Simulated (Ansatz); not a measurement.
# C: the cost of one run

Computed with Ansatz 0.2.0 (DFT PBE+D3(BJ), scalar-relativistic, plane waves, PAW, unless a step's input says otherwise).

2 further runs of the same task are left out: 2 set aside as unsound or not needed.

### Step 1. The structure to begin with

It takes space group R-3m (No. 166, trigonal). Conventional cell: a = 2.465 Å, b = 2.465 Å, c = 20.804 Å, α = 90.00°, β = 90.00°, γ = 120.00°. C (site symmetry 3m) is surrounded by 3 C at 1.42 Å.

As a file:

```xyz
4
Lattice="1.2324 0.7115 6.9347 -1.2324 0.7115 6.9347 0.0000 -1.4231 6.9347" Properties=species:S:1:pos:R:3 pbc="T T T"
C     0.0000    0.0000    1.6883
C     0.0000    0.0000   19.1157
C     0.0000    0.0000    5.2460
C     0.0000    0.0000   15.5580
```

This cell was relaxed beforehand with the same method: volume 9.12 Å³/atom, gap on the mesh 0.25 eV.

### Step 2. Zero of the scan

The input, input.yaml:

```yaml
crystal:
  lattice:
    - [1.2324394249, 0.7115492337, 6.934659454]
    - [-1.2324394249, 0.7115492337, 6.934659454]
    - [0.0, -1.4230984675, 6.934659454]
  atoms:
    - { symbol: C, position: [0.0811523517, 0.0811523517, 0.0811523517] }
    - { symbol: C, position: [0.9188476483, 0.9188476483, 0.9188476483] }
    - { symbol: C, position: [0.2521616043, 0.2521616043, 0.2521616043] }
    - { symbol: C, position: [0.7478383957, 0.7478383957, 0.7478383957] }
basis:
  ecutwfc: 420
kpoints:
  mp_grid: { grid: [18, 18, 18] }
hamiltonian:
  xc: pbe
  dispersion: d3bj
scf:
  occupations: { method: gaussian, width: 0.03 }
output:
  forces: true
  stress: true
  eigenvalues: true
```

On the command line:

```console
> ansatz run input.yaml --threads 2 --pin off --max-ram 5120MiB --backend cpu --events-out ev --progress --plain --runs-dir out
```

Q: Estimate wall time and peak memory on 2 threads of Intel Xeon at 2.70GHz, shared host.

About 6.1 s, with a peak of 0.51 GiB.
